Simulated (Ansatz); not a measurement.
Input:

ZrO$_{2}$ (fluorite)

```xyz
6
Lattice="0.0000 5.1159 5.1159 2.5579 0.0000 2.5579 2.5579 2.5579 0.0000" Properties=species:S:1:pos:R:3 pbc="T T T"
Zr     0.0000     0.0000     0.0000
Zr     0.0000     2.5579     2.5579
O      1.2790     1.2790     1.2790
O      1.2790     3.8369     3.8369
O      3.8369     3.8369     3.8369
O      3.8369     6.3948     6.3948
```

Scan: atom 3 (O, nearest neighbour Zr at 2.215 Å; its periodic images, 3.6 Å or more away, move with it) is displaced along Cartesian [110], direction (0.707, 0.707, 0.000) in Cartesian axes, by s. The other atoms stay.

All values below come from PBE (plane waves to 420 eV, PAW, scalar-relativistic; Ansatz, a first-principles code). k mesh 9×9×9 (Γ-centred), Fermi-Dirac smearing 0.05 eV. The energy includes the smearing's −TS. The PAW data are Ansatz's earlier set. This is a high-temperature form of ZrO2. ZrO2 is run without spin polarisation. ZrO2 was relaxed with its symmetry unable to fall. ΔE is measured from the undisplaced structure.

The scan covers s from -0.220 to 0.220 Å in 11 points.

### Question
Is this a single well or a double well?

### Answer
A single well with its minimum at or next to zero displacement.

### Question
Is the energy the same for equal positive and negative displacements?

### Answer
Even: the same for both signs. With its periodic images moving along, the atom's site symmetry in this cell is 3m.

### Question
What is the force constant k = d²E/ds² of this move at s = 0?

### Answer
10.5 eV/Å².

(For displaced atoms, the force is minus the slope of the energy, and its curvature is a force constant, which sets phonon frequencies.)
